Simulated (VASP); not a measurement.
# TiTe2 (P-3m1) in VASP: a series of runs

One crystal, TiTe2, is run at these levels: PBE+D3(BJ); tasks: single point.

Program: VASP 6.6.1. These are calculated values, not measurements. Logs are shortened: lines on timing, memory, paths and dates and some standing lists are left out, and cuts for length are marked.

**1. Starting point**

The structure is trigonal, space group P-3m1 (No. 164). Conventional cell: a = 3.777 Å, b = 3.777 Å, c = 6.498 Å, α = 90.00°, β = 90.00°, γ = 120.00°. Ti (site symmetry -3m) has 6 Te at 2.77 Å as nearest neighbours. Around Te (site symmetry 3m) lie 3 Ti at 2.77 Å.

**2. Single point, PBE+D3(BJ)**

INCAR reads:

```
PREC = Accurate
ENCUT = 520
EDIFF = 1E-6
ISMEAR = 0
SIGMA = 0.1
LREAL = F
LASPH = T
NELM = 60
ALGO = Normal
ISIF = 2
LWAVE = F
LCHARG = F
GGA = PE
IVDW = 12
NBANDS = 19
```

KPOINTS reads:

```
regular mesh
0
Gamma
  6 6 4
```

POSCAR reads:

```
TiTe2
1.0
    3.7770000000      0.0000000000      0.0000000000
   -1.8885000000      3.2709779501      0.0000000000
    0.0000000000      0.0000000000      6.4980000000
Ti Te
1 2
Direct
    0.0000000000      0.0000000000      0.0000000000
    0.6666666667      0.3333333333      0.2628000000
    0.3333333333      0.6666666667      0.7372000000
```

Potentials or basis: VASP PAW PBE potentials, release 64 (Ti_sv, Te).

Command:

```
cat potpaw_PBE.64/Ti_sv/POTCAR potpaw_PBE.64/Te/POTCAR > POTCAR
mpirun -np 1 vasp_std > vasp.out
```

OUTCAR:

```text
PREC = Accurate
   ENCUT = 520
   EDIFF = 1E-6
   ISMEAR = 0
   LREAL = F
   LASPH = T
   NELM = 60
   ISIF = 2
   GGA = PE
   IVDW = 12
 IVDW          = 12

 ion  position               nearest neighbor table
   1  0.000  0.000  0.000-   2 2.77   3 2.77   2 2.77   3 2.77   2 2.77   3 2.77
   2  0.667  0.333  0.263-   1 2.77   1 2.77   1 2.77
   3  0.333  0.667  0.737-   1 2.77   1 2.77   1 2.77

  LATTYP: Found a hexagonal cell.
 ALAT       =     3.7770000000
 C/A-ratio  =     1.7204130262

  Lattice vectors:

 A1 = (   3.7770000000,   0.0000000000,   0.0000000000)
 A2 = (  -1.8885000000,   3.2709779501,   0.0000000000)
 A3 = (   0.0000000000,   0.0000000000,   6.4980000000)

Analysis of symmetry for initial positions (statically):
=====================================================================
 Subroutine PRICEL returns:
 Original cell was already a primitive cell.

 Routine SETGRP: Setting up the symmetry group for a
 hexagonal supercell.

 Subroutine GETGRP returns: Found 12 space group operations
 (whereof 12 operations were pure point group operations)
 out of a pool of 24 trial point group operations.

The static configuration has the point symmetry D_3d.

Analysis of symmetry for dynamics (positions and initial velocities):
=====================================================================
 Subroutine PRICEL returns:
 Original cell was already a primitive cell.

 Routine SETGRP: Setting up the symmetry group for a
 hexagonal supercell.

 Subroutine GETGRP returns: Found 12 space group operations
 (whereof 12 operations were pure point group operations)
 out of a pool of 24 trial point group operations.

The dynamic configuration has the point symmetry D_3d.

 Subroutine INISYM returns: Found 12 space group operations
 (whereof 12 operations are pure point group operations),
 and found     1 'primitive' translations

----------------------------------------------------------------------------------------

                                     Primitive cell

  volume of cell :      80.2794

  direct lattice vectors                    reciprocal lattice vectors
     3.777000000  0.000000000  0.000000000     0.264760392  0.152859484  0.000000000
[... 83 lines left out ...]
   LSORBIT =      F    spin-orbit coupling
   LASPH  =      T    aspherical Exc in radial PAW
   ENCUT  =  520.0 eV  38.22 Ry    6.18 a.u.   7.02  7.02 12.08*2*pi/ulx,y,z
   NELM   =     60;   NELMIN=  2; NELMDL= -5     # of ELM steps
   EDIFF  = 0.1E-05   stopping-criterion for ELM
   LREAL  =      F    real-space projection
   EDIFFG = 0.1E-04   stopping-criterion for IOM
   NSW    =      0    number of steps for IOM
   IBRION =     -1    ionic relax: 0-MD 1-quasi-New 2-CG
   NFREE  =      0    steps in history (QN), initial steepest desc. (CG)
   ISIF   =      2    stress and relaxation
   ISYM   =      2    0-nonsym 1-usesym 2-fastsym
   POTIM  = 0.5000    time-step for ionic-motion
   TEBEG  =    0.0;   TEEND  =   0.0 temperature during run
   PSTRESS=    0.0 pullay stress
   NELECT =      24.0000    total number of electrons
   NUPDOWN=      -1.0000    fix difference up-down
   EMIN   =  10.00;   EMAX   =-10.00  energy-range for DOS
   EFERMI =   0.00;   METHOD = LEGACY
   ISMEAR =     0;   SIGMA  =   0.10  broadening in eV -4-tet -1-fermi 0-gaus
   EFERMI_NEDOS =   21; number of points for ismear=-14 and -15
   IALGO  =     38    algorithm
   IMIX   =      4    mixing-type and parameters
     AMIX     =   0.40;   BMIX     =  1.00
     AMIX_MAG =   1.60;   BMIX_MAG =  1.00
  volume/ion in A,a.u.               =      26.76       180.58
  Fermi-wavevector in a.u.,A,eV,Ry     =   1.094655  2.068597 16.303438  1.198269
  Thomas-Fermi vector in A             =   2.230964
   LORBIT       =      0    0 simple, 1 ext, 2 COOP (PROOUT), +10 PAW based schemes
   GGA     = PE    functional components
   LHFCALC =     F    Hartree Fock is set to
   AEXX    =    0.0000 exact exchange contribution
   IVDW    =    12    specifies the selected vdW correction
   LEPSILON=     F    determine dielectric tensor
   LRPA    =     F    only Hartree local field effects (RPA)
 non-spin polarized calculation
 Gauss-broadening in eV      SIGMA  =   0.10
  energy-cutoff  :      520.00
  volume of cell :       80.28
 maximum number of plane-waves:      2181
   NGX = 13   NGY = 13   NGZ = 25

 number of electron      23.9999998 magnetization

 Free energy of the ion-electron system (eV)
  ---------------------------------------------------
  ext. energy  EPLUGINS =         0.00000000
  ---------------------------------------------------
  free energy    TOTEN  =       -16.20631911 eV

  energy without entropy =      -16.19920487  energy(sigma->0) =      -16.20276199

 E-fermi :   6.8118     XC(G=0):  -9.8609

 val. band max:        6.7827208780   @ k =   0.5000  -0.0000   0.2500
 cond. band min:       6.8486868056   @ k =   0.5000  -0.0000   0.0000
 fundamental gap:      0.0659659276
 Fermi energy:         6.8118365793

 k-point     1 :       0.0000    0.0000    0.0000
  band No.  band energies     occupation
      1     -50.6421      2.00000
      2     -26.8977      2.00000
      3     -26.8977      2.00000
      4     -26.8664      2.00000
      5      -5.5841      2.00000
      6      -4.0815      2.00000
[... 505 lines left out ...]
      6      -3.5361      2.00000
[... 11 lines left out ...]
     18      12.4835      0.00000
     19      12.4835      0.00000

------------------------ aborting loop because EDIFF is reached ----------------------------------------

 Edisp (eV)   -1.47475

 E8    (eV) :    -0.6840

  FORCE on cell =-STRESS in cart. coord.  units (eV):
  Direction    XX          YY          ZZ          XY          YZ          ZX
  --------------------------------------------------------------------------------------
  -------------------------------------------------------------------------------------
  Total      -1.16072    -1.16072    -1.09376     0.00000    -0.00000     0.00000
  in kB     -23.16515   -23.16515   -21.82877     0.00000    -0.00000     0.00000
  external pressure =      -22.72 kB  Pullay stress =        0.00 kB

 VOLUME and BASIS-vectors are now :
 -----------------------------------------------------------------------------
  energy-cutoff  :      520.00
  volume of cell :       80.28
      direct lattice vectors                 reciprocal lattice vectors
     3.777000000  0.000000000  0.000000000     0.264760392  0.152859484  0.000000000
    -1.888500000  3.270977950  0.000000000     0.000000000  0.305718967  0.000000000
     0.000000000  0.000000000  6.498000000     0.000000000  0.000000000  0.153893506

 POSITION                                       TOTAL-FORCE (eV/Angst)
 -----------------------------------------------------------------------------------
      0.00000      0.00000      0.00000        -0.000000      0.000000      0.000000
      1.88850      1.09033      1.70767         0.000000     -0.000000     -0.019559
     -0.00000      2.18065      4.79033        -0.000000      0.000000      0.019559
 -----------------------------------------------------------------------------------
    total drift:                                0.000000     -0.000000     -0.000000

  FREE ENERGIE OF THE ION-ELECTRON SYSTEM (eV)
  ---------------------------------------------------
  free  energy   TOTEN  =       -17.6810708962 eV

  energy  without entropy=      -17.6739566512  energy(sigma->0) =      -17.67751377
```

OSZICAR:

```text
N       E                     dE             d eps       ncg     rms          rms(c)
DAV:   1     0.180378080553E+03    0.18038E+03   -0.10750E+04   912   0.118E+03
DAV:   2    -0.227563090032E+01   -0.18265E+03   -0.17735E+03   953   0.300E+02
DAV:   3    -0.178693657081E+02   -0.15594E+02   -0.14890E+02  1388   0.825E+01
DAV:   4    -0.184279411691E+02   -0.55858E+00   -0.55622E+00  1190   0.146E+01
DAV:   5    -0.184439772982E+02   -0.16036E-01   -0.16025E-01  1302   0.251E+00    0.121E+01
DAV:   6    -0.186415606922E+02   -0.19758E+00   -0.38096E+01  1028   0.376E+01    0.148E+01
DAV:   7    -0.164796042874E+02    0.21620E+01   -0.33776E+01  1137   0.325E+01    0.554E+00
DAV:   8    -0.162072090260E+02    0.27240E+00   -0.14639E+00  1094   0.840E+00    0.164E+00
DAV:   9    -0.162284882231E+02   -0.21279E-01   -0.25411E-01  1181   0.318E+00    0.156E+00
DAV:  10    -0.162073055592E+02    0.21183E-01   -0.22087E-01  1084   0.328E+00    0.710E-01
DAV:  11    -0.162067331030E+02    0.57246E-03   -0.20487E-02  1043   0.110E+00    0.358E-01
DAV:  12    -0.162063684104E+02    0.36469E-03   -0.38681E-03  1070   0.445E-01    0.224E-01
DAV:  13    -0.162063185573E+02    0.49853E-04   -0.21865E-04  1044   0.122E-01    0.397E-02
DAV:  14    -0.162063191118E+02   -0.55455E-06   -0.97082E-06  1120   0.225E-02
   1 F= -.17681071E+02 E0= -.17677514E+02  d E =-.711424E-02
```

Run time: 25 s. Hardware: 1 thread of Intel Xeon Platinum 8488C (Sapphire Rapids), shared host; peak memory 0.21 GiB.

What came out:

* Free energy: -17.6811 eV
* Pressure: -2.3 GPa
* Largest force: 0.020 eV/Å
* Band gap on the k mesh: none (metal or under the smearing width)
* Dispersion energy per atom: -0.492 eV

Forces on the atoms (eV/Å):
```
Ti   0.000  0.000  0.000
Te   0.000  0.000 -0.020
Te   0.000  0.000  0.020
```

**3. Single point, PBE+D3(BJ) (the database's cell, atoms relaxed)**

INCAR reads:

```
SYSTEM = TiTe2
PREC     = Accurate       ! precision mode
ENCUT    = 520            ! plane-wave cutoff, eV
EDIFF    = 1E-6           ! SCF threshold, eV
ISMEAR   = 0              ! smearing method
SIGMA    = 0.1            ! smearing width, eV
LREAL    = .FALSE.        ! projectors in reciprocal space
LASPH    = .TRUE.         ! aspherical terms in the spheres
NELM     = 100            ! most SCF steps
ALGO     = Fast           ! electronic algorithm
ISIF     = 2              ! what is computed and relaxed
LWAVE    = .FALSE.        ! write WAVECAR
LCHARG   = .FALSE.        ! write CHGCAR
GGA      = PE             ! functional
IVDW     = 12             ! dispersion correction
NBANDS   = 19             ! bands
```

KPOINTS reads:

```
regular mesh
0
G
  15 15 8
  0 0 0
```

POSCAR reads:

```
TiTe2
1.0
    3.7770000000      0.0000000000      0.0000000000
   -1.8885000000      3.2709779501      0.0000000000
    0.0000000000      0.0000000000      6.4980000000
Ti Te
1 2
Direct
    0.0000000000      0.0000000000      0.0000000000
    0.6666666667      0.3333333333      0.2633479470
    0.3333333333      0.6666666667      0.7366520530
```

Potentials or basis: VASP PAW PBE potentials, release 64 (Ti_sv, Te).

Command:

```
cat potpaw_PBE.64/Ti_sv/POTCAR potpaw_PBE.64/Te/POTCAR > POTCAR
mpirun -np 1 vasp_std > vasp.out
```

Run time: 3.7 min. Hardware: 1 thread of Intel Xeon 6975P-C (Granite Rapids), shared host; peak memory 0.41 GiB.

Results (log left out):

```yaml
Free_energy: -17.6810 eV
Pressure: -2.2 GPa
Largest_force: 0.009 eV/Å
Band_gap_on_the_k_mesh: none (metal or under the smearing width)
Dispersion_energy_per_atom: -0.492 eV
```

Forces in eV/Å, atoms in the order of the input:
```
Ti   0.000  0.000  0.000
Te   0.000  0.000  0.009
Te   0.000  0.000 -0.009
```

Stress tensor (GPa, compression positive):
```
-2.49  0.00  0.00
 0.00 -2.49  0.00
 0.00  0.00 -1.60
```

Levels at points of the mesh, in eV from the Fermi level:
```tsv
k point	band 8	band 9	band 10	band 11	band 12	band 13	band 14	band 15	band 16	band 17
(0.00, 0.00, 0.00)	-1.70	-1.70	0.32	0.37	0.37	0.55	1.04	1.04	3.02	3.02
(0.00, 0.00, 0.50)	-2.68	-1.63	-1.63	0.36	0.36	0.72	0.72	0.99	3.45	3.45
```

The run has no spin-orbit coupling, so splittings on Te are missing.

**4. Single point, PBE+D3(BJ)**

This run uses another cell than the first one, of 23.66 Å³/atom, 0.884 times its volume.

INCAR reads:

```
PREC     = Accurate       # precision mode
ENCUT    = 520            # plane-wave cutoff, eV
EDIFF    = 1E-7           # SCF threshold, eV
ISMEAR   = 0              # smearing method
SIGMA    = 0.1            # smearing width, eV
LREAL    = F              # projectors in reciprocal space
LASPH    = T              # aspherical terms in the spheres
NELM     = 100            # most SCF steps
ALGO     = Fast           # electronic algorithm
ISIF     = 2              # what is computed and relaxed
LWAVE    = F              # write WAVECAR
LCHARG   = T              # write CHGCAR
GGA      = PE             # functional
IVDW     = 12             # dispersion correction
LELF     = T              # ELF
LVHAR    = T            
NBANDS   = 19             # bands
```

KPOINTS reads:

```
Automatic mesh
0
Gamma
  15 15 8
```

POSCAR reads:

```
TiTe2
1.0
    3.6278573094      0.0000000000      0.0000000000
   -1.8139286547      3.1418165913      0.0000000000
    0.0000000000      0.0000000000      6.2283327720
Ti Te
1 2
Direct
    0.0000000000      0.0000000000      0.0000000000
    0.6666666667      0.3333333333      0.2787537126
    0.3333333333      0.6666666667      0.7212462874
```

Potentials or basis: VASP PAW PBE potentials, release 64 (Ti_sv, Te).

Command:

```
cat potpaw_PBE.64/Ti_sv/POTCAR potpaw_PBE.64/Te/POTCAR > POTCAR
mpirun -np 1 vasp_std > vasp.out
```

OUTCAR:

```text
PREC = Accurate
   ENCUT = 520
   EDIFF = 1E-7
   ISMEAR = 0
   LREAL = F
   LASPH = T
   NELM = 100
   ISIF = 2
   GGA = PE
   IVDW = 12
 IVDW          = 12

 ion  position               nearest neighbor table
   1  0.000  0.000  0.000-   2 2.72   3 2.72   2 2.72   3 2.72   2 2.72   3 2.72
   2  0.667  0.333  0.279-   1 2.72   1 2.72   1 2.72   3 3.46   3 3.46   3 3.46
   3  0.333  0.667  0.721-   1 2.72   1 2.72   1 2.72   2 3.46   2 3.46   2 3.46

  LATTYP: Found a hexagonal cell.
 ALAT       =     3.6278573094
 C/A-ratio  =     1.7168075370

  Lattice vectors:

[... 721 lines left out ...]
 Edisp (eV)   -1.66909

 E8    (eV) :    -0.7724

  FORCE on cell =-STRESS in cart. coord.  units (eV):
  Direction    XX          YY          ZZ          XY          YZ          ZX
  --------------------------------------------------------------------------------------
  -------------------------------------------------------------------------------------
  Total       1.38313     1.38313     1.36837     0.00000     0.00000     0.00000
  in kB      31.21543    31.21543    30.88247     0.00000     0.00000     0.00000
  external pressure =       31.10 kB  Pullay stress =        0.00 kB

 VOLUME and BASIS-vectors are now :
 -----------------------------------------------------------------------------
  energy-cutoff  :      520.00
  volume of cell :       70.99
      direct lattice vectors                 reciprocal lattice vectors
     3.627857309  0.000000000  0.000000000     0.275644799  0.159143599  0.000000000
    -1.813928655  3.141816591  0.000000000     0.000000000  0.318287198  0.000000000
     0.000000000  0.000000000  6.228332772     0.000000000  0.000000000  0.160556611

 POSITION                                       TOTAL-FORCE (eV/Angst)
 -----------------------------------------------------------------------------------
      0.00000      0.00000      0.00000         0.000000      0.000000      0.000000
      1.81393      1.04727      1.73617        -0.000000     -0.000000      0.005931
     -0.00000      2.09454      4.49216         0.000000      0.000000     -0.005931
 -----------------------------------------------------------------------------------
    total drift:                                0.000000      0.000000     -0.000000

  FREE ENERGIE OF THE ION-ELECTRON SYSTEM (eV)
  ---------------------------------------------------
  free  energy   TOTEN  =       -17.6759651241 eV

  energy  without entropy=      -17.6690497216  energy(sigma->0) =      -17.67250742
```

OSZICAR:

```text
N       E                     dE             d eps       ncg     rms          rms(c)
DAV:   1     0.183541717962E+03    0.18354E+03   -0.10945E+04  7296   0.120E+03
DAV:   2    -0.127240270099E+01   -0.18481E+03   -0.18004E+03  7606   0.309E+02
DAV:   3    -0.171256247765E+02   -0.15853E+02   -0.15434E+02 10833   0.841E+01
[... 26 lines left out ...]
RMM:  30    -0.160068708293E+02   -0.31112E-06   -0.29444E-06  7756   0.488E-03    0.383E-03
RMM:  31    -0.160068710473E+02   -0.21806E-06   -0.20491E-06  7915   0.403E-03    0.330E-03
RMM:  32    -0.160068711871E+02   -0.13975E-06   -0.14500E-06  6847   0.327E-03    0.317E-03
RMM:  33    -0.160068712794E+02   -0.92287E-07   -0.10430E-06  6736   0.288E-03    0.304E-03
RMM:  34    -0.160068713703E+02   -0.90960E-07   -0.79921E-07  7644   0.335E-03
   1 F= -.17675965E+02 E0= -.17672507E+02  d E =-.691540E-02
```

stdout:

```text
POSCAR found type information on POSCAR TiTe
 POSCAR found :  2 types and       3 ions
 scaLAPACK will be used
 LDA part: xc-table for (Slater+PW92), standard interpolation
 POSCAR, INCAR and KPOINTS ok, starting setup
[... 35 lines left out ...]
 num prob RMM:  32    -0.160068711871E+02   -0.13975E-06   -0.14500E-06  6847   0.327E-03    0.317E-03
 num prob  num prob  num prob  num prob WARNING in EDDRMM: call to ZHEGV failed, returncode =   6  3     12
 num prob  num prob  num prob  num prob RMM:  33    -0.160068712794E+02   -0.92287E-07   -0.10430E-06  6736   0.288E-03    0.304E-03
 num prob  num prob  num prob  num prob  num prob WARNING in EDDRMM: call to ZHEGV failed, returncode =   8  4     18
WARNING in EDDRMM: call to ZHEGV failed, returncode =   8  4      2
 num prob  num prob  num prob  num prob  num prob  num prob RMM:  34    -0.160068713703E+02   -0.90960E-07   -0.79921E-07  7644   0.335E-03
```

Run time: 10 min. Hardware: 1 thread of Intel Xeon Platinum 8488C (Sapphire Rapids), shared host; peak memory 0.39 GiB.

Results:

| Quantity | Value |
| --- | --- |
| Free energy | -17.6760 eV |
| Pressure | 3.1 GPa |
| Largest force | 0.006 eV/Å |
| Band gap on the k mesh | none (metal or under the smearing width) |
| Dispersion energy per atom | -0.556 eV |

Forces in eV/Å, atoms in the order of the input:
```
Ti   0.000  0.000  0.000
Te   0.000  0.000  0.006
Te   0.000  0.000 -0.006
```

Caveat: pairwise dispersion overbinds metals, which lowers pressure and volume.

**5. The runs side by side**

| cell | k mesh | gap on the mesh (eV) | pressure (GPa) | largest force (eV/Å) |
| --- | --- | --- | --- | --- |
| P-3m1, 26.76 Å³/atom | 6 × 6 × 4 | none | -2.3 | 0.02 |
| the database's cell, atoms relaxed | 15 × 15 × 8 | none | -2.2 | 0.01 |
| P-3m1, 23.66 Å³/atom | 15 × 15 × 8 | none | 3.1 | 0.01 |

Alike in all rows: task single point; level PBE+D3(BJ); potentials or basis VASP PAW PBE potentials, release 64 (Ti_sv, Te); no spin polarisation; cutoff (eV) 520; smearing gaussian 0.1 eV.

Caveats: pairwise dispersion overbinds metals, which lowers pressure and volume (some runs).

Absolute energies hang on the potentials; compare differences alone.
